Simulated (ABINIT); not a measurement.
Runs of ABINIT 10.8.3 (patched build) on Ru. It takes space group P6_3/mmc (No. 194, hexagonal). Conventional cell: a = 2.706 Å, b = 2.706 Å, c = 4.282 Å, α = 90.00°, β = 90.00°, γ = 120.00°. Ru (site symmetry -6m2) is surrounded by 12 Ru at 2.65 to 2.71 Å. 

```csv
task,level,potentials or basis,k mesh,cutoff (eV),fine-grid cutoff,mesh quality,gap on the mesh (eV),pressure (GPa)
single point,r2SCAN,JTH PAW PBE v2.0,7 × 7 × 4,490,979.61 eV,coarse,none,(b)
band structure,WC,JTH PAW PBE v2.0,11 × 11 × 6,408,816.342 eV,not flagged,none,-3.6
band structure,RPBE,JTH PAW PBE v2.0,11 × 11 × 6,408,816.342 eV,not flagged,none,(c)
single point,PBEsol,JTH PAW PBE v2.0,4 × 4 × 2,408,816.342 eV,coarse,none,-9.8
band structure,rPW86PBE,JTH PAW PBE v2.0,11 × 11 × 6,408,816.342 eV,not flagged,none,19.4
band structure,BLYP,JTH PAW PBE v2.0,11 × 11 × 6,408,816.342 eV,not flagged,none,19.2
band structure,AM05,JTH PAW PBE v2.0,11 × 11 × 6,408,816.342 eV,not flagged,none,-8.2
single point,LDA,JTH PAW LDA v2.0,4 × 4 × 2,408,816.342 eV,coarse,none,(a)
```

Alike in all rows: no spin polarisation; cell as given; smearing fermi-dirac 0.05 eV.

Question: Fill in the values left out.

Answer: (a) -16.3; (b) -0.1; (c) 8.4.

Caveats: some runs use coarse meshes; the PAW data sets were made with another functional, which shifts forces and pressure a little (some runs); so large a pressure means that the cell lies far from this level's equilibrium, or that cutoff or potentials fall short (some runs); the potentials were made for another functional, which shifts forces and pressure (some runs).

A k mesh can miss the band edges, and the runs leave out spin-orbit coupling on Ru.

A gap of «none» marks a metal or a gap under the smearing width.

Runs at the PBE level aren't shown here.
